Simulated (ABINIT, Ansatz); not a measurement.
An input for ABINIT 10.8.3 (NaF (Villiaumite)):

```
acell 3*1.0 Angstrom
rprim 
  0.000000000000 2.310000000000 2.310000000000
  2.310000000000 0.000000000000 2.310000000000
  2.310000000000 2.310000000000 0.000000000000
ntypat 2
znucl 11 9
natom 2
typat 1 2
xred 
  0.000000000000 0.000000000000 0.000000000000
  0.500000000000 0.500000000000 0.500000000000
pp_dirpath "pseudos"
pseudos "Na.upf, F.upf"
ecut 38
ngkpt 6 6 6
nshiftk 1
shiftk 0 0 0
kptopt 1
chksymbreak 0
istwfk *1
occopt 1
irdwfk 1
optdriver 3
nband 190
ecuteps 10.4
inclvkb 2
awtr 1
symchi 1
gwcalctyp 2
nfreqre 16
freqremax 40 eV
nfreqim 8
spmeth 1
nomegasf 120
indata_prefix "in"
outdata_prefix "out"
tmpdata_prefix "tmp"
```

The database entry behind the starting cell differs from later determinations by our own check (0.1 to 0.3 % short, probably kX units), so it need not match the best structure at ambient conditions.

```sh
OMP_NUM_THREADS=1 mpirun -n 4 abinit run.abi > log
```

Question: How long will it take on 4 MPI ranks of Intel Xeon Platinum 8488C (Sapphire Rapids), shared host, and how much memory?

It took 8.1 min; on shared hardware allow 4 min to 16 min. Peak host memory was 1.7 GiB.

[Paths, hosts, dates, memory and timing lines, banners, echoed tables and standing remarks are left out of the program output.]

[Logs are printed without paths, hosts, clocks, repeated set-up lines and the standing remarks that a program may print on its own settings, such as how far it seeks lower states.]

[Runs of the session that timed out or met a known fault of the program may be left out.]

[Hosts, paths, dates, database ids (printed as entryN), source tags and the programs' standing remarks are cut or masked in the printed files.]

[G0W0 gaps are taken among the corrected bands and points alone; a level outside them can change the order at an edge.]

[Where Ansatz stands beside ABINIT at settings called matched, ABINIT's density can come from a denser mesh and the files from another edition; pairs whose starting gaps differed by over 0.03 eV were left out, so agreement reads better than it is.]
